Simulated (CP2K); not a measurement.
# B: single point with PBE

B:

```xyz
1
Lattice="2.3461 0.0000 0.0000 0.0000 2.3461 0.0000 0.0000 0.0000 1.5858" Properties=species:S:1:pos:R:3 pbc="T T T"
B     1.1731    1.1731    0.7929
```

The cell was built by a generator and needn't be a form met in nature.

```
Program             : CP2K 2026.2
Task                : single point
Functional          : PBE
Potentials or basis : GTH_POTENTIALS B GTH-PBE-q3; DZVP-MOLOPT-SR-GTH basis
Density cutoff      : 6123 eV
k mesh              : 11 × 11 × 16
Occupations         : fermi-dirac, width 0.05 eV
Spin                : no spin polarisation
```

| Quantity | Value |
| --- | --- |
| Pressure | -0.6 GPa |
| Band gap on the k mesh | none (metal or under the smearing width) |

Stress tensor (GPa, compression positive):
```
-0.83  0.00  0.00
 0.00 -0.83  0.00
 0.00  0.00  0.01
```

Levels at points of the mesh, in eV from the Fermi level:
```csv
k point,band 1,band 2,band 3,band 4
"(0.00, 0.00, 0.00)",-13.99,4.47,4.47,16.13
"(0.00, 0.00, 0.50)",-6.05,1.51,13.63,13.63
```

Wall time 21 s on 1 thread of Arm Neoverse V2 (shared host), peak memory 0.18 GiB.

Caveat: the basis of atomic orbitals isn't converged, which shifts pressures, moduli and gaps.
